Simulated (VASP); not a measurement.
Wanted: the native input for a VASP 6.6.1 run.

- Task: single point
- Functional: PBE
- Potentials or basis: VASP PAW PBE potentials, release 64 (Si, O)
- Cutoff: 520 eV
- k mesh: 6 × 6 × 6
- Occupations: gaussian, width 0.02 eV
- Spin: no spin polarisation
- Dipole correction: no
- Further INCAR settings: ALGO = Normal; EDIFF = 1e-06; NBANDS = 25

The structure of SiO2 lies in POSCAR:

```
SiO2
1.0
    0.0000000000      3.7129376000      3.4993376000
    3.7129376000      0.0000000000      3.4993376000
    3.7129376000      3.7129376000      0.0000000000
Si O
2 4
Direct
    0.5000000000      0.5000000000      0.5000000000
    0.7500000000      0.7500000000      0.7500000000
    0.6493265563      0.6006734437      0.6250000000
    0.1250000000      0.6250000000      0.6006734437
    0.6006734437      0.6493265563      0.1250000000
    0.6250000000      0.1250000000      0.6493265563
```

The cell isn't the ideal one: strained and moved within a subgroup.

These files were run (other wordings do the same):

INCAR

```
PREC = Accurate ; ENCUT = 520
EDIFF = 1E-6 ; ISMEAR = 0
SIGMA = 0.02 ; LREAL = F
LASPH = T ; NELM = 100
ALGO = Normal ; ISIF = 2
LWAVE = F ; LCHARG = F
GGA = PE ; NBANDS = 25
```

KPOINTS

```
regular mesh
0
Gamma
  6 6 6
```

Potentials or basis: VASP PAW PBE potentials, release 64 (Si, O).

Launch:

```sh
$ cat potpaw_PBE.64/Si/POTCAR potpaw_PBE.64/O/POTCAR > POTCAR
$ mpirun -np 1 vasp_std > vasp.out
```

It gave:

The pressure is 11.6 GPa and the largest force is 1.004 eV/Å. The band gap on the k mesh is 5.41 eV, direct.

Caveat: forces of over 1 eV/Å show positions far from the minimum, so gaps and moduli don't describe the material at rest.

Wall time 33 s on 1 thread of AMD EPYC 9R45 96-Core Processor (Zen 5), on a shared host, peak memory 0.22 GiB.
